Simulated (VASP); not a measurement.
Here is a VASP 6.6.1 calculation.

Contents of INCAR:

```
SYSTEM = Cu
  PREC = Accurate
  ENCUT = 520
  EDIFF = 1E-6
  ISMEAR = -1
  SIGMA = 0.08
  LREAL = .FALSE.
  LASPH = .TRUE.
  NELM = 100
  ALGO = Fast
  ISIF = 2
  LWAVE = .FALSE.
  LCHARG = .FALSE.
  GGA = PE
  NBANDS = 12
```

Contents of KPOINTS:

```
Automatic mesh
0
G
  19 19 19
  0 0 0
```

File POSCAR:

```
Cu
1.0
    0.0000000000      1.8258507244      1.7713500000
    1.8258507244      0.0000000000      1.7713500000
    1.8258507244      1.8258507244      0.0000000000
Cu
1
Direct
    0.0000000000      0.0000000000      0.0000000000
```

Potentials or basis: VASP PAW PBE potentials, release 64 (Cu).

Command:

```bash
$ cat potpaw_PBE.64/Cu/POTCAR > POTCAR
$ mpirun -np 1 vasp_std > vasp.out
```

**Question.** What does it give for the band gap on the k mesh?

**Answer.** None (metal or under the smearing width).

**Question.** Estimate the pressure.

**Answer.** 2.2 GPa.

Stress tensor (GPa, compression positive):
```
1.76 0.00 0.00
0.00 1.76 0.00
0.00 0.00 2.97
```
